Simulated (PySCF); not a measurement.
Match the calculated data to a structure.

| technique | computed result |
| --- | --- |
| Polarisability | 108.1 au [B3LYP/def2-SVPD] |
| Dipole | 0.74 D [B3LYP/def2-SVPD] |
| UV, strongest line | among the 8 lowest singlet transitions: S5 at 7.45 eV (166 nm, f = 0.344) [TDDFT B3LYP/def2-SVPD] |
| Triplet | lowest triplet excitation (Tamm–Dancoff): 6.05 eV [TDA B3LYP/def2-SVPD] |
| Rotational structure | rotational constants A, B, C: 3.472, 1.265, 1.188 GHz [GFN2-xTB] |
| UV, first state | lowest singlet excitation: 6.69 eV (185 nm, f = 0.014) [TDDFT B3LYP/def2-SVPD] |

The electronic properties come from PySCF, for the isolated species, density fitting. Levels stand in brackets. Isolated species at its GFN2-xTB geometry, gas phase.

**Question.** Which candidate is it?
A. `C1CO[SiH2]O1`
B. `CCC[SiH2]C[SiH3]`
C. `CCC(C)C`
D. `CC(C)(C)[SiH2][SiH3]`

**Answer.** D. It is `CC(C)(C)[SiH2][SiH3]`. Numbering: `[CH3:1][C:2]([CH3:3])([CH3:4])[SiH2:5][SiH3:6]`. Its formula, C4H14Si2, gives 0 degrees of unsaturation, so no ring and no π bond. By its constants the optimised geometry is an asymmetric top.

The others, at the same levels:
- `CCC[SiH2]C[SiH3]` fails: its computed lowest singlet excitation is 7.32 eV (169 nm, f = 0.004) (against 6.69 eV), lowest triplet excitation (Tamm–Dancoff) is 7.14 eV (against 6.05 eV) and strongest line among the 8 lowest singlet transitions is S4 at 7.86 eV (158 nm, f = 0.125) (against S5 at 7.45 eV).
- `C1CO[SiH2]O1` fails: its computed lowest singlet excitation is 6.85 eV (181 nm, f = 0.003) (against 6.69 eV), lowest triplet excitation (Tamm–Dancoff) is 6.60 eV (against 6.05 eV) and strongest line among the 8 lowest singlet transitions is S4 at 7.18 eV (173 nm, f = 0.035) (against S5 at 7.45 eV).
- `CCC(C)C` fails: its computed lowest singlet excitation is 8.24 eV (151 nm, f = 0.008) (against 6.69 eV), lowest triplet excitation (Tamm–Dancoff) is 8.09 eV (against 6.05 eV) and strongest line among the 8 lowest singlet transitions is S4 at 8.84 eV (140 nm, f = 0.049) (against S5 at 7.45 eV).

Each candidate is one conformer, not necessarily the lowest. The conformers computed, where there is a choice (atom-mapped SMILES and torsion angles):
- `[CH3:1][C:2]([CH3:3])([CH3:4])[SiH2:5][SiH3:6]`: C1–C2–Si5–Si6 -57°
- `[CH3:1][CH2:2][CH2:3][SiH2:4][CH2:5][SiH3:6]`: C1–C2–C3–Si4 63°, C2–C3–Si4–C5 163°, C3–Si4–C5–Si6 56°
- `[CH3:1][CH2:2][CH:3]([CH3:4])[CH3:5]`: C1–C2–C3–C4 67°
